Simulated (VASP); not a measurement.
# TePb (Fm-3m) in VASP: notebook, part 2 of 2

VASP 6.6.1. Earlier steps stand in the parts before.

**3. Electric field gradients, PBEsol**

Input file INCAR:

```
SYSTEM = TePb
PREC = Accurate ; ENCUT = 520
EDIFF = 1E-8 ; ISMEAR = -1
SIGMA = 0.03 ; LREAL = .FALSE.
LASPH = .TRUE. ; NELM = 60
ALGO = Normal ; ISIF = 2
LWAVE = .FALSE. ; LCHARG = .FALSE.
GGA = PS ; LEFG = .TRUE.
NBANDS = 17
```

Input file KPOINTS:

```
regular mesh
0
G
  10 10 10
  0 0 0
```

Input file POSCAR:

```
TePb
1.0
    0.0000000000      3.2270000000      3.2270000000
    3.2270000000      0.0000000000      3.2270000000
    3.2270000000      3.2270000000      0.0000000000
Te Pb
1 1
Direct
    0.5000000000      0.5000000000      0.5000000000
    0.0000000000      0.0000000000      0.0000000000
```

Potentials or basis: VASP PAW PBE potentials, release 64 (Te, Pb_d).

Run with:

```bash
$ cat potpaw_PBE.64/Te/POTCAR potpaw_PBE.64/Pb_d/POTCAR > POTCAR
$ mpirun -np 1 vasp_std > vasp.out
```

OUTCAR:

```text
SYSTEM = TePb
   PREC = Accurate
   ENCUT = 520
   EDIFF = 1E-8
   ISMEAR = -1
   LREAL = .FALSE.
   LASPH = .TRUE.
   NELM = 60
   ISIF = 2
   GGA = PS

 ion  position               nearest neighbor table
   1  0.500  0.500  0.500-   2 3.23   2 3.23   2 3.23   2 3.23   2 3.23   2 3.23
   2  0.000  0.000  0.000-   1 3.23   1 3.23   1 3.23   1 3.23   1 3.23   1 3.23

  LATTYP: Found a face centered cubic cell.
 ALAT       =     6.4540000000

  Lattice vectors:

 A1 = (   0.0000000000,   3.2270000000,   3.2270000000)
 A2 = (   3.2270000000,   0.0000000000,   3.2270000000)
 A3 = (   3.2270000000,   3.2270000000,   0.0000000000)

Analysis of symmetry for initial positions (statically):
=====================================================================
 Subroutine PRICEL returns:
 Original cell was already a primitive cell.

 Routine SETGRP: Setting up the symmetry group for a
 face centered cubic supercell.

[... 669 lines left out ...]
      direct lattice vectors                 reciprocal lattice vectors
     0.000000000  3.227000000  3.227000000    -0.154942671  0.154942671  0.154942671
     3.227000000  0.000000000  3.227000000     0.154942671 -0.154942671  0.154942671
     3.227000000  3.227000000  0.000000000     0.154942671  0.154942671 -0.154942671

 POSITION                                       TOTAL-FORCE (eV/Angst)
 -----------------------------------------------------------------------------------
      3.22700      3.22700      3.22700         0.000000     -0.000000      0.000000
      0.00000      0.00000      0.00000        -0.000000      0.000000     -0.000000
 -----------------------------------------------------------------------------------
    total drift:                               -0.000000      0.000000      0.000000

  FREE ENERGIE OF THE ION-ELECTRON SYSTEM (eV)
  ---------------------------------------------------
  free  energy   TOTEN  =        -8.2590242751 eV

  energy  without entropy=       -8.2590241771  energy(sigma->0) =       -8.25902423

 Electric field gradients (V/A^2)
---------------------------------------------------------------------
 ion       V_xx      V_yy      V_zz      V_xy      V_xz      V_yz
---------------------------------------------------------------------
   1      -0.000    -0.000     0.000    -0.000    -0.000    -0.000
   2       0.000    -0.000    -0.000     0.000     0.000     0.000
---------------------------------------------------------------------

 Electric field gradients after diagonalization (V/A^2)
 (convention: |V_zz| > |V_xx| > |V_yy|)
----------------------------------------------------------------------
 ion       V_xx      V_yy      V_zz     asymmetry (V_yy - V_xx)/ V_zz
----------------------------------------------------------------------
   1       0.000     0.000    -0.000       0.000
   2      -0.000    -0.000     0.001       0.000
----------------------------------------------------------------------

           NMR quadrupolar parameters

 Cq : quadrupolar parameter    Cq=e*Q*V_zz/h
 eta: asymmetry parameters     (V_yy - V_xx)/ V_zz
 Q  : nuclear electric quadrupole moment in mb (millibarn)
----------------------------------------------------------------------
 ion       Cq(MHz)       eta       Q (mb)
----------------------------------------------------------------------
   1      -0.000       0.000       1.000
   2       0.000       0.000       1.000
----------------------------------------------------------------------
```

stdout:

```text
POSCAR found type information on POSCAR TePb
 POSCAR found :  2 types and       2 ions
 scaLAPACK will be used
 -----------------------------------------------------------------------------
|                                                                             |
|                                                                             |
|     You enforced a specific xc type in the INCAR file but a different       |
|     I HOPE YOU KNOW WHAT YOU ARE DOING!                                     |
|                                                                             |
 -----------------------------------------------------------------------------

 LDA part: xc-table for (Slater+PW92), standard interpolation
 POSCAR, INCAR and KPOINTS ok, starting setup
 FFT: planning ... GRIDC
 FFT: planning ... GRID_SOFT
 FFT: planning ... GRID
 WAVECAR not read
 entering main loop
ion   1

ion   2
```

It took 25 s on 1 thread of Intel Xeon 6975P-C (Granite Rapids), shared host; peak memory 0.23 GiB.

Results:

- Free energy: -8.2590 eV
- Pressure: -0.3 GPa
- Band gap on the k mesh: 0.66 eV, direct

Caveat: without QUAD_EFG the Cq values of the log hold for a quadrupole moment of 1 mb, not for the nuclei; the PAW data sets were made with another functional, which shifts forces and pressure a little; spin-orbit coupling is left out, which moves the levels of the heavy elements.

**4. How close it comes**

Step 2. Measured gap of TePb: 0.19 eV (direct; 4.2 K; a printed reference work, monograph). This calculation gives 0.66 eV (+0.47 eV). Spin-orbit coupling on Pb, Te is left out. The value is that of PBEsol on a finite k mesh, which can miss the band edges, without temperature or zero-point motion.

Step 3. A measured gap of TePb is 0.19 eV (direct; 4.2 K; a printed reference work, monograph); the calculated 0.66 eV misses it by +0.47 eV. Spin-orbit coupling on Pb, Te is left out. The value is that of PBEsol on a finite k mesh, which can miss the band edges, without temperature or zero-point motion.
